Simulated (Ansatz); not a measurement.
Input and command of a calculation in Ansatz (plane waves; scalar-relativistic PAW potentials unless the input names others):

```yaml
crystal:
  lattice:
    - [0.0, 3.3394821895, 2.1688319106]
    - [1.2538424675, 0.0, 2.1688319106]
    - [1.2538424675, 3.3394821895, 0.0]
  atoms:
    - { symbol: B, position: [0.0001068737, 0.0001068737, 0.9998931263] }
    - { symbol: "N", position: [0.6781200585, 0.6781200585, 0.3218799415] }
kpoints:
  mp_grid: { grid: [12, 12, 12], shift: [0.5, 0.5, 0.5] }
hamiltonian:
  xc: lda
  dispersion: d3bj
scf:
  occupations: { method: gaussian, width: 0.05 }
output:
  forces: true
  eigenvalues: true
  stress: true
```

```bash
ansatz run input.yaml --threads 1 --pin off --max-ram 2560MiB --backend cpu --events-out ev --progress --plain --runs-dir out
```

Abridged log:
```
Warning: crystal.symmetry: narrowed to the stabiliser of the k-point mesh — unitary ops 4 → 1; excluded 3 operations that carry a point of the 12×12×12 mesh (shift [0.5, 0.5, 0.5]) off the mesh (the run samples exactly the mesh kpoints.mp_grid names, as under crystal.symmetry.detect: false, and its converged state has the mesh's symmetry, not the crystal's; ε∞, the Born charges and the force constants of a linear response (`dielectric:` by the response, `phonons.method: dfpt`) are averaged over those of the crystal's operations that the state keeps within a tolerance, where `mesh_tensors`, `un ...
Warning: the engine holds no damping parameters fitted to this dispersion correction and functional, so the run takes those fitted to pbe (hamiltonian.dispersion, under Limitations)
Basis set: ecut = 420 eV, 353 PW (Γ)
Bands: 8, of which v1, the nominal top of the filled ones, is band 4 counted from 1 (3 counted from 0)
Symmetry: 1 space group operations
k-points: 864 of 1728 (time reversal used)
SCF iter   1: F=—  HF=-526.566464 eV  |F-HF|=—  |Δ(HF+E_count)|=         —  Δρ=8.85e-3  dr2=1.30e-2  ethr=1.77e-3  ⟨swp⟩=4.0  Hψ=44924  notcnv=0
SCF iter   2: F=—  HF=-526.563604 eV  |F-HF|=—  |Δ(HF+E_count)|=   2.86e-3  Δρ=4.26e-3  dr2=1.54e-3  ethr=1.63e-4  ⟨swp⟩=2.3  Hψ=17840  notcnv=0
SCF iter   3: F=—  HF=-526.563161 eV  |F-HF|=—  |Δ(HF+E_count)|=   4.44e-4  Δρ=1.59e-3  dr2=1.93e-4  ethr=1.92e-5  ⟨swp⟩=2.7  Hψ=11077  notcnv=0
SCF iter   4: F=—  HF=-526.563114 eV  |F-HF|=—  |Δ(HF+E_count)|=   4.62e-5  Δρ=2.43e-4  dr2=5.08e-6  ethr=2.42e-6  ⟨swp⟩=1.0  Hψ=6964  notcnv=0
SCF iter   5: F=—  HF=-526.563114 eV  |F-HF|=—  |Δ(HF+E_count)|=   6.71e-7  Δρ=2.71e-5  dr2=6.13e-8  ethr=6.34e-8  ⟨swp⟩=1.8  Hψ=9423  notcnv=0
SCF iter   6: F=-526.563114 eV  HF=-526.563114 eV  |F-HF|=1.40e-9  |Δ(HF+E_count)|=   6.70e-9  Δρ=5.79e-6  dr2=2.28e-9  ethr=7.66e-10  ⟨swp⟩=2.3  Hψ=26356  notcnv=0
SCF 1 converged in 6 iterations: F = -526.563114 eV  dr2 = 2.28e-9
SCF converged after 6 iterations
Free energy (F): -526.563114 eV
Harris-Foulkes:  -526.563114 eV  (|F-HF|=1.40e-9)
Internal energy: -526.563114 eV  (E = F + TS)
E sigma→0 (E₀):  -526.563114 eV
Fermi energy:    6.151537 eV
  E_disp       = -0.280026  (pairwise vdW)
--- Forces (eV/Å), atoms counted from 1 ---
  atom   1  B      0.00001229     0.00000280     2.19935860
  atom   2  N     -0.00001209    -0.00000303    -2.19936541
--- Stress (GPa, compression-positive) ---
      -14.308755      -0.000485       0.001188
       -0.000485      -3.419487       0.000171
        0.001188       0.000171      -2.881841
  P = ⅓ Tr σ = -6.8700 GPa (-68.700 kbar)
```

Apart from outputs and empty bands, the input differs from a reference run on usual settings in kpoints.mp_grid.shift: not typed → [0.5, 0.5, 0.5]; hamiltonian.xc: "pbe" → "lda"; basis.ecutwfc: 420 → not typed. The reference, at the same geometry (not necessarily relaxed), gave pressure 1.01 GPa, largest force 2.226 eV/Å, gap on the mesh 3.28 eV. This run converged in 6 SCF iterations (reference: 6) with a total energy on another zero, pressure -6.87 GPa, largest force 2.199 eV/Å, gap on the mesh 3.13 eV.

It took 17 s on 1 thread of Intel(R) Xeon(R) Platinum 8259CL CPU @ 2.50GHz (Skylake/Cascade Lake), with other jobs on the host, peak memory 0.53 GiB.